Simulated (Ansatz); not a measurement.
A generator proposed this cell of CsSnI₃.

```cif
data_structure
_symmetry_space_group_name_H-M 'P 1'
_symmetry_Int_Tables_number 1
_cell_length_a 6.2689
_cell_length_b 6.2689
_cell_length_c 6.0792
_cell_angle_alpha 90.000
_cell_angle_beta 90.000
_cell_angle_gamma 90.000
_cell_volume 238.91
loop_
_atom_site_label
_atom_site_type_symbol
_atom_site_fract_x
_atom_site_fract_y
_atom_site_fract_z
_atom_site_occupancy
Cs1 Cs 0.00000 0.00000 0.05318 1
Sn1 Sn 0.50000 0.50000 0.51678 1
I1 I 0.00000 0.50000 0.46593 1
I2 I 0.50000 0.50000 0.99818 1
I3 I 0.50000 0.00000 0.46593 1
```

Method: Ansatz, DFT PBE, scalar-relativistic, plane waves, PAW. Cutoff 420 eV; k points 4×4×4 on the computed 5-atom cell (Γ-centred); Gaussian smearing, width 0.10 eV; no spin polarisation.

Energies over the elements count from the elements' standard structures at the same level, with no fitted energy shifts. The references include grey tin.

Question: How far from equilibrium is it?

Answer: The pressure is 1.0 GPa (the mean over three directions, positive in compression), the largest force is 0.14 eV/Å, and the energy is −0.93 eV/atom against the elements. The shortest distance is 2.93 Å.

Question: Is it a good guess?

Answer: A good one: relaxing gains under 0.03 eV/atom in 10 ionic steps and ends at −0.956 eV/atom on the finer mesh. The symmetry stays P4mm (No. 99). The end has the tetragonal perovskite type. The volume per atom grows by 4.1 %, from 47.8 to 49.7 Å³. The shortest distance goes from 2.93 Å (Sn–I) to 3.12 Å (Sn–I). Conventional cell: a = 6.289 Å, c = 6.288 Å. Cs is surrounded by 12 I at 4.43–4.46 Å; around Sn lie 6 I at 3.12–3.17 Å; I on a site of symmetry 2mm is surrounded by 2 Sn at 3.14 Å, 4 Cs at 4.43–4.46 Å and 8 I at 4.44–4.45 Å; 1 more site not described.

The last run used a 6×6×6 mesh for its 5-atom cell and Gaussian smearing of 0.02 eV. Spin–orbit coupling, which can matter for I, is left out. The reference form of I is held partly by dispersion forces, which this level lacks. The relaxation can't lower the symmetry of the start, and the grade says only how near the guess is to its own end. A structure relaxed within its symmetry needn't be a true minimum.
